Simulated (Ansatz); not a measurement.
# 17O nuclear quadrupole resonance in YH3O3

Cell: a computed structure from the Materials Project (it need not be an observed phase), atoms as given.

Space group P2_1/m (No. 11); a = 6.3333, b = 3.5147, c = 6.4401 Å, β = 118.48°.

```
site  Wyckoff  site symmetry       x       y       z
   Y       2e              m  0.3421  0.2500  0.1733
  H3       2e              m  0.8527  0.2500  0.6369
  H4       2e              m  0.2666  0.2500  0.6327
  H5       2e              m  0.8597  0.2500  0.1948
  O9       2e              m  0.9069  0.2500  0.8058
 O10       2e              m  0.3902  0.2500  0.5839
 O11       2e              m  0.6866  0.2500  0.0933
```

One atom of each set is listed.

Level of theory: DFT, PBE, plane waves and PAW, scalar-relativistic, 420 eV cutoff, Γ-centred 4×6×4 k-points, Fermi–Dirac smearing 0.02 eV (Ansatz 0.2.0).

17O: I = 5/2, Q = -25.58 mb (year-2017 value). Static lattice, zero field.

**Question.** At which frequencies do the 17O NQR lines lie?

**Answer.** For I = 5/2 and η = 0 the lines are 3|C_Q|/20 and twice that; η pulls their ratio below 2.

```tsv
site	atoms	V_zz (10²¹ V/m²)	C_Q (MHz)	η	line frequencies (MHz)
O9	2	11.84	-7.32	0.03	1.10, 2.20
O10	2	12.18	-7.53	0.03	1.13, 2.26
O11	2	11.71	-7.24	0.08	1.09, 2.17
```

At O9, O10 and O11 V_zz points along its bond to H (within 3°) in each case.
